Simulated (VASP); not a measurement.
# ZnSe (Stilleite) (F-43m) in VASP: a series of runs

Runs on ZnSe (Stilleite). Level: PBE. Tasks: relaxation of cell and atoms, relaxation of the atoms.

All numbers are computed with VASP 6.6.1; they aren't measurements. Logs are shortened: lines on timing, memory, paths and dates and some standing lists are left out, and cuts for length are marked.

## Step 1: Starting point

Symmetry: F-43m, No. 216, cubic system. The conventional cell has a = 5.668 Å, b = 5.668 Å, c = 5.668 Å, α = 90.00°, β = 90.00°, γ = 90.00°. Zn (site symmetry -43m) has 4 Se at 2.45 Å as nearest neighbours. Se (site symmetry -43m) is surrounded by 4 Zn at 2.45 Å.

## Step 2: Relaxation of cell and atoms, PBE

File INCAR:

```
SYSTEM = ZnSe
  ALGO = Normal
  EDIFF = 1E-6
  EDIFFG = -0.01
  ENCUT = 600
  GGA = PE
  IBRION = 2
  ISIF = 3
  ISMEAR = 0
  LASPH = .True.
  LCHARG = .False.
  LREAL = .False.
  LWAVE = .False.
  NELM = 80
  NSW = 90
  PREC = Accurate
  SIGMA = 0.03
```

File KPOINTS:

```
k-points
0
Gamma
  8 8 8
  0 0 0
```

File POSCAR:

```
ZnSe
1.0
    0.0000000000      2.8338000000      2.8338000000
    2.8338000000      0.0000000000      2.8338000000
    2.8338000000      2.8338000000      0.0000000000
Zn Se
1 1
Direct
    0.0000000000      0.0000000000      0.0000000000
    0.2500000000      0.2500000000      0.2500000000
```

Potentials or basis: VASP PAW PBE potentials, release 64 (Zn, Se).

Launch:

```bash
$ cat potpaw_PBE.64/Zn/POTCAR potpaw_PBE.64/Se/POTCAR > POTCAR
$ mpirun -np 1 vasp_std > vasp.out
```

OUTCAR:

```text
SYSTEM = ZnSe
   EDIFF = 1E-6
   EDIFFG = -0.01
   ENCUT = 600
   GGA = PE
   IBRION = 2
   ISIF = 3
   ISMEAR = 0
   LASPH = .True.
   LREAL = .False.
   NELM = 80
   NSW = 90
   PREC = Accurate

 ion  position               nearest neighbor table
   1  0.000  0.000  0.000-   2 2.45   2 2.45   2 2.45   2 2.45
   2  0.250  0.250  0.250-   1 2.45   1 2.45   1 2.45   1 2.45

  LATTYP: Found a face centered cubic cell.
 ALAT       =     5.6676000000

  Lattice vectors:

 A1 = (   0.0000000000,   2.8338000000,   2.8338000000)
 A2 = (   2.8338000000,   0.0000000000,   2.8338000000)
 A3 = (   2.8338000000,   2.8338000000,   0.0000000000)

Analysis of symmetry for initial positions (statically):
=====================================================================
 Subroutine PRICEL returns:
 Original cell was already a primitive cell.

 Routine SETGRP: Setting up the symmetry group for a
 face centered cubic supercell.

 Subroutine GETGRP returns: Found 24 space group operations
 (whereof 24 operations were pure point group operations)
 out of a pool of 48 trial point group operations.

The static configuration has the point symmetry T_d .

Analysis of symmetry for dynamics (positions and initial velocities):
=====================================================================
 Subroutine PRICEL returns:
 Original cell was already a primitive cell.

 Routine SETGRP: Setting up the symmetry group for a
 face centered cubic supercell.

 Subroutine GETGRP returns: Found 24 space group operations
 (whereof 24 operations were pure point group operations)
 out of a pool of 48 trial point group operations.

The dynamic configuration has the point symmetry T_d .

 Subroutine INISYM returns: Found 24 space group operations
 (whereof 24 operations are pure point group operations),
 and found     1 'primitive' translations

----------------------------------------------------------------------------------------

                                     Primitive cell

  volume of cell :      45.5132

  direct lattice vectors                    reciprocal lattice vectors
     0.000000000  2.833800000  2.833800000    -0.176441527  0.176441527  0.176441527
     2.833800000  0.000000000  2.833800000     0.176441527 -0.176441527  0.176441527
     2.833800000  2.833800000  0.000000000     0.176441527  0.176441527 -0.176441527

  length of vectors
     4.007598393  4.007598393  4.007598393     0.305605690  0.305605690  0.305605690

[... 97 lines left out ...]
   IALGO  =     38    algorithm
   IMIX   =      4    mixing-type and parameters
     AMIX     =   0.40;   BMIX     =  1.00
     AMIX_MAG =   1.60;   BMIX_MAG =  1.00
  volume/ion in A,a.u.               =      22.76       153.57
  Fermi-wavevector in a.u.,A,eV,Ry     =   1.201673  2.270834 19.647073  1.444019
  Thomas-Fermi vector in A             =   2.337476
   LORBIT       =      0    0 simple, 1 ext, 2 COOP (PROOUT), +10 PAW based schemes
   GGA     = PE    functional components
   LHFCALC =     F    Hartree Fock is set to
   AEXX    =    0.0000 exact exchange contribution
   IVDW    =     0    specifies the selected vdW correction
   LEPSILON=     F    determine dielectric tensor
   LRPA    =     F    only Hartree local field effects (RPA)
 conjugate gradient relaxation of ions
 non-spin polarized calculation
 Gauss-broadening in eV      SIGMA  =   0.03
  energy-cutoff  :      600.00
  volume of cell :       45.51
 maximum number of plane-waves:      1540
   NGX = 17   NGY = 17   NGZ = 17

--------------------------------------- Ionic step        1  -------------------------------------------

 number of electron      17.9999991 magnetization

 Free energy of the ion-electron system (eV)
  ---------------------------------------------------
  ext. energy  EPLUGINS =         0.00000000
  ---------------------------------------------------
  free energy    TOTEN  =        -6.01988494 eV

  energy without entropy =       -6.01988494  energy(sigma->0) =       -6.01988494

------------------------ aborting loop because EDIFF is reached ----------------------------------------

  FORCE on cell =-STRESS in cart. coord.  units (eV):
  Direction    XX          YY          ZZ          XY          YZ          ZX
  --------------------------------------------------------------------------------------
  -------------------------------------------------------------------------------------
  Total        0.6633560      0.6633560      0.6633560     -0.0000000      0.0000000      0.0000000
  in kB       23.3517607     23.3517607     23.3517607     -0.0000000      0.0000000      0.0000000
  external PRESSURE =      23.3517607 kB  Pullay stress =       0.0000000 kB
[... 95 lines left out ...]
--------------------------------------- Ionic step        4  -------------------------------------------

 number of electron      18.0000015 magnetization

 Free energy of the ion-electron system (eV)
  ---------------------------------------------------
  ext. energy  EPLUGINS =         0.00000000
  ---------------------------------------------------
  free energy    TOTEN  =        -6.03206526 eV

  energy without entropy =       -6.03206526  energy(sigma->0) =       -6.03206526

 E-fermi :   1.4221     XC(G=0):  -9.1441

 val. band max:        1.2853242281   @ k =   0.0000   0.0000   0.0000
 cond. band min:       2.4201933988   @ k =   0.0000   0.0000   0.0000
 fundamental gap:      1.1348691707
 Fermi energy:         1.4220987546

 k-point     1 :       0.0000    0.0000    0.0000
  band No.  band energies     occupation
      1     -11.7306      2.00000
      2      -5.1265      2.00000
      3      -5.1265      2.00000
      4      -5.1265      2.00000
      5      -4.7914      2.00000
      6      -4.7914      2.00000
      7       1.2853      2.00000
      8       1.2853      2.00000
      9       1.2853      2.00000
     10       2.4202      0.00000
     11       7.0960      0.00000
     12       7.0960      0.00000
     13       7.0960      0.00000
[... 354 lines left out ...]
  band No.  band energies     occupation
      1     -10.8862      2.00000
      2      -5.0290      2.00000
      3      -4.9977      2.00000
      4      -4.8177      2.00000
      5      -4.7844      2.00000
      6      -4.5999      2.00000
      7      -3.3921      2.00000
      8      -0.9914      2.00000
      9      -0.0836      2.00000
     10       5.3965      0.00000
     11       6.8627      0.00000
     12       8.5932      0.00000
     13       9.8288      0.00000

 [... further k-points ...]
[... 5 lines left out ...]
  --------------------------------------------------------------------------------------
  -------------------------------------------------------------------------------------
  Total       -0.0169556     -0.0169556     -0.0169556      0.0000000     -0.0000000      0.0000000
  in kB       -0.5739782     -0.5739782     -0.5739782      0.0000000     -0.0000000      0.0000000
  external PRESSURE =      -0.5739782 kB  Pullay stress =       0.0000000 kB
[... 17 lines left out ...]
  FREE ENERGIE OF THE ION-ELECTRON SYSTEM (eV)
  ---------------------------------------------------
  free  energy   TOTEN  =        -6.0320652591 eV

  energy  without entropy=       -6.0320652591  energy(sigma->0) =       -6.03206526

 reached required accuracy - stopping structural energy minimisation
```

CONTCAR:

```text
ZnSe
   1.00000000000000
    -0.0000000000000000    2.8709969153186248    2.8709969153186248
     2.8709969153186248    0.0000000000000000    2.8709969153186248
     2.8709969153186248    2.8709969153186248   -0.0000000000000000
  Zn              Se
     1     1
Direct
     1.0000000000000000    0.0000000000000000    0.0000000000000000
     0.2500000000000000    0.2500000000000000    0.2500000000000000

  0.00000000E+00  0.00000000E+00  0.00000000E+00
  0.00000000E+00  0.00000000E+00  0.00000000E+00
```

Run time: 40 s. Hardware: 1 thread of Intel Xeon Platinum 8259CL at 2.50GHz (Skylake/Cascade Lake), shared host; peak memory 0.2 GiB.

Results:

| Item | Value |
| --- | --- |
| Free energy | -6.0321 eV |
| Relaxed volume | 23.66 Å³/atom |
| Relaxed cell | a = 4.060 Å, b = 4.060 Å, c = 4.060 Å, α = 60.00°, β = 60.00°, γ = 60.00° |
| Space group after relaxing (to 0.05 Å) | F-43m (No. 216) |
| Energy gained by relaxing | 6.1 meV/atom |
| Ionic steps | 4 |
| Pressure after relaxing | -0.1 GPa |
| Band gap on the k mesh | 1.13 eV, direct |

The path:
| step | energy change (eV) | largest force (eV/Å) | pressure (GPa) | volume (Å³) |
| --- | --- | --- | --- | --- |
| 1 | 0.0000 | 0.0000 | 2.34 | 45.51 |
| 2 | -0.0114 | 0.0000 | -0.55 | 47.73 |
| 3 | -0.0122 | 0.0000 | 0.11 | 47.25 |
| 4 | -0.0122 | 0.0000 | -0.06 | 47.33 |

Final structure:
```
Zn Se
1.0
     0.00000    2.87100    2.87100
     2.87100    0.00000    2.87100
     2.87100    2.87100    0.00000
Zn Se
1 1
Direct
  0.00000 0.00000 0.00000
  0.25000 0.25000 0.25000
```

Levels at points of the mesh, in eV from the valence-band top:
| k point | band 6 | band 7 | band 8 | band 9 | band 10 | band 11 | band 12 | band 13 |
| --- | --- | --- | --- | --- | --- | --- | --- | --- |
| (0.00, 0.00, 0.00) | -6.08 | 0.00 | 0.00 | 0.00 | 1.13 | 5.81 | 5.81 | 5.81 |
| (0.50, 0.00, 0.00) | -5.93 | -4.98 | -0.81 | -0.81 | 2.47 | 6.39 | 6.39 | 8.46 |
| (0.50, 0.50, 0.00) | -5.91 | -4.58 | -2.05 | -2.05 | 3.07 | 3.46 | 10.46 | 10.98 |

PBE usually gives volumes a little too large and moduli too small. Zero-point motion and thermal expansion aren't in these numbers.

## Step 3: Relaxation of cell and atoms, PBE

This run uses another cell than the first one, of 23.66 Å³/atom, 1.040 times its volume.

INCAR: that of step 2 with these lines changed.

```diff
@@ -2,4 +2,4 @@
   ALGO = Normal
-  EDIFF = 1E-6
-  EDIFFG = -0.01
+  EDIFF = 1E-7
+  EDIFFG = -0.005
   ENCUT = 600
```

KPOINTS is that of step 2.

File POSCAR:

```
ZnSe                                    
1.0
   -0.0000000000      2.8709969153      2.8709969153
    2.8709969153      0.0000000000      2.8709969153
    2.8709969153      2.8709969153     -0.0000000000
  Zn              Se            
     1     1
Direct
     1.0000000000000000    0.0000000000000000    0.0000000000000000
     0.2500000000000000    0.2500000000000000    0.2500000000000000
```

Potentials or basis: VASP PAW PBE potentials, release 64 (Zn, Se).

Launch:

```bash
$ cat potpaw_PBE.64/Zn/POTCAR potpaw_PBE.64/Se/POTCAR > POTCAR
$ mpirun -np 1 vasp_std > vasp.out
```

OUTCAR:

```text
SYSTEM = ZnSe
   EDIFF = 1E-7
   EDIFFG = -0.005
   ENCUT = 600
   GGA = PE
   IBRION = 2
   ISIF = 3
   ISMEAR = 0
   LASPH = .True.
   LREAL = .False.
   NELM = 80
   NSW = 90
   PREC = Accurate

 ion  position               nearest neighbor table
   1  0.000  0.000  0.000-   2 2.49   2 2.49   2 2.49   2 2.49
   2  0.250  0.250  0.250-   1 2.49   1 2.49   1 2.49   1 2.49

  LATTYP: Found a face centered cubic cell.
 ALAT       =     5.7419938306

  Lattice vectors:

 A1 = (   0.0000000000,   2.8709969153,   2.8709969153)
 A2 = (   2.8709969153,   0.0000000000,   2.8709969153)
 A3 = (   2.8709969153,   2.8709969153,   0.0000000000)

Analysis of symmetry for initial positions (statically):
=====================================================================
 Subroutine PRICEL returns:
 Original cell was already a primitive cell.

 Routine SETGRP: Setting up the symmetry group for a
 face centered cubic supercell.

 Subroutine GETGRP returns: Found 24 space group operations
 (whereof 24 operations were pure point group operations)
 out of a pool of 48 trial point group operations.

The static configuration has the point symmetry T_d .

[... 216 lines left out ...]
 k-point     1 :       0.0000    0.0000    0.0000
  band No.  band energies     occupation
      1     -11.7270      2.00000
      2      -5.1185      2.00000
      3      -5.1185      2.00000
      4      -5.1185      2.00000
      5      -4.7819      2.00000
      6      -4.7819      2.00000
      7       1.2985      2.00000
      8       1.2985      2.00000
      9       1.2985      2.00000
     10       2.4396      0.00000
     11       7.1088      0.00000
     12       7.1088      0.00000
     13       7.1088      0.00000
[... 354 lines left out ...]
  band No.  band energies     occupation
      1     -10.8795      2.00000
      2      -5.0207      2.00000
      3      -4.9891      2.00000
      4      -4.8084      2.00000
      5      -4.7750      2.00000
      6      -4.5898      2.00000
      7      -3.3875      2.00000
      8      -0.9835      2.00000
      9      -0.0742      2.00000
     10       5.4145      0.00000
     11       6.8748      0.00000
     12       8.6105      0.00000
     13       9.8472      0.00000

 [... further k-points ...]
[... 5 lines left out ...]
  --------------------------------------------------------------------------------------
  -------------------------------------------------------------------------------------
  Total       -0.0023066     -0.0023066     -0.0023066      0.0000000      0.0000000     -0.0000000
  in kB       -0.0782068     -0.0782068     -0.0782068      0.0000000      0.0000000     -0.0000000
  external PRESSURE =      -0.0782068 kB  Pullay stress =       0.0000000 kB

 VOLUME and BASIS-vectors are now :
 -----------------------------------------------------------------------------
  energy-cutoff  :      600.00
  volume of cell :       47.25
      direct lattice vectors                 reciprocal lattice vectors
     0.000000000  2.869470735  2.869470735    -0.174248162  0.174248162  0.174248162
     2.869470735  0.000000000  2.869470735     0.174248162 -0.174248162  0.174248162
     2.869470735  2.869470735  0.000000000     0.174248162  0.174248162 -0.174248162

 POSITION                                       TOTAL-FORCE (eV/Angst)
 -----------------------------------------------------------------------------------
      5.73894      5.73894      5.73894        -0.000000     -0.000000     -0.000000
      1.43474      1.43474      1.43474         0.000000      0.000000      0.000000
 -----------------------------------------------------------------------------------
    total drift:                                0.000000      0.000000      0.000000

  FREE ENERGIE OF THE ION-ELECTRON SYSTEM (eV)
  ---------------------------------------------------
  free  energy   TOTEN  =        -6.0323666118 eV

  energy  without entropy=       -6.0323666118  energy(sigma->0) =       -6.03236661

 reached required accuracy - stopping structural energy minimisation
```

It took 23 s on 1 thread of Intel Xeon Platinum 8259CL at 2.50GHz (Skylake/Cascade Lake), shared host; peak memory 0.19 GiB.

Results:

```yaml
Free_energy: -6.0324 eV
Relaxed_volume: 23.63 Å³/atom
Relaxed_cell: a = 4.058 Å, b = 4.058 Å, c = 4.058 Å, α = 60.00°, β = 60.00°, γ = 60.00°
Space_group_after_relaxing_to_0.05_Å: F-43m (No. 216)
Energy_gained_by_relaxing: 0.0 meV/atom
Ionic_steps: 2
Pressure_after_relaxing: 0.0 GPa
Band_gap_on_the_k_mesh: 1.14 eV, direct
```

Final structure:
```yaml
crystal:
  lattice:
    - [0.00000, 2.86947, 2.86947]
    - [2.86947, 0.00000, 2.86947]
    - [2.86947, 2.86947, 0.00000]
  atoms:
    - { symbol: Zn, position: [0.00000, 0.00000, 0.00000] }
    - { symbol: Se, position: [0.25000, 0.25000, 0.25000] }
```

(Continued in part 2 of 2.)
